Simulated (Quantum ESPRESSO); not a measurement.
# Hf under changes of volume

One of the cells (21.882 Å³/atom); the others are scaled copies at fixed shape and fractional positions:

```xyz
1
Lattice="0.0000 2.2200 2.2200 2.2200 0.0000 2.2200 2.2200 2.2200 0.0000" Properties=species:S:1:pos:R:3 pbc="T T T"
Hf    0.0000    0.0000    0.0000
```

This isn't the form of Hf at room conditions, which is hcp.

```yaml
Program: Quantum ESPRESSO 7.5
Functional: r2SCAN
Potentials_or_basis: SG15 PBE 1.2
Cutoff: 884 eV
Density_cutoff: 3537 eV
k_mesh: 8 × 8 × 8
Occupations: fermi-dirac, width 0.05 eV
Spin: no spin polarisation
```

```tsv
volume (Å³/atom)	energy over the lowest point (meV/atom)	pressure (GPa)
20.569	3.72	2.4
21.007	0.00	0.1
21.444	2.64	-2.1
21.882	11.07	-4.0
22.320	?	?
22.757	42.98	-7.5
23.195	65.57	-9.0
```

Task: What does the run at 22.320 Å³/atom give?

Result: Energy over the lowest point 24.68 meV/atom; pressure -5.8 GPa.

Worked out: A Birch-Murnaghan fit of order 3 (a polynomial in V^(-2/3)) to the other rows has its minimum at 21.04 Å³/atom with B0 = V·E''(V) = 111 GPa and B' = 3.9. It gives 24.69 meV/atom at 22.320 Å³/atom, against the run's 24.68, and -dE/dV = -5.9 GPa, against -5.8.

Energies are extrapolated to zero smearing.

Caveats: the potentials were made for another functional, which shifts forces and pressure.
